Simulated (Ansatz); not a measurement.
## Ionic part of the dielectric constant of ZrO₂ at 2 GPa, mode by mode

Theory: DFT PBEsol, scalar-relativistic, plane waves, PAW in Ansatz 0.2.0. Plane waves to 420 eV; Γ-centred k mesh 8×8×8; fixed occupations. No spin polarisation. Phonons by linear response, acoustic sum rule imposed.

It takes space group Fm-3m (No. 225, cubic). Conventional cell: a = 5.051 Å, b = 5.051 Å, c = 5.051 Å, α = 90.00°, β = 90.00°, γ = 90.00°. Zr (site symmetry m-3m) has 8 O at 2.19 Å as nearest neighbours. O (site symmetry -43m) is surrounded by 4 Zr at 2.19 Å.

The primitive cell has V = 32.22 Å³ and ε∞,zz = 5.838. Each polar mode adds Δε = (4.92064×10⁷/V)·S/ν² along z, with S its oscillator strength in e²/amu, ν in cm⁻¹ and V in Å³.

**Question.** From these modes, find each Δε and ε0,zz.
| ν (cm⁻¹) | S_zz (e²/amu) |
| --- | --- |
| 254.9 | 1.394 |

**Answer.**
```json
{"ν (cm⁻¹)": "254.9", "Δε": "32.77"}
```

The sum is 32.767, so ε0,zz = 38.60; the run's tensor has 38.61.

**Question.** Where do the longitudinal modes lie for a wave vector along z?

**Answer.** At 656 cm⁻¹. The Lyddane–Sachs–Teller product Π(ν_LO/ν_TO)² = 6.61 matches ε0/ε∞ = 6.61.

This fluorite-type form isn't the usual stable structure of the compound at low pressure.

Cost: 1 run of about 0.21 core-minutes, on Intel Xeon Platinum 8488C (Sapphire Rapids) (shared hosts).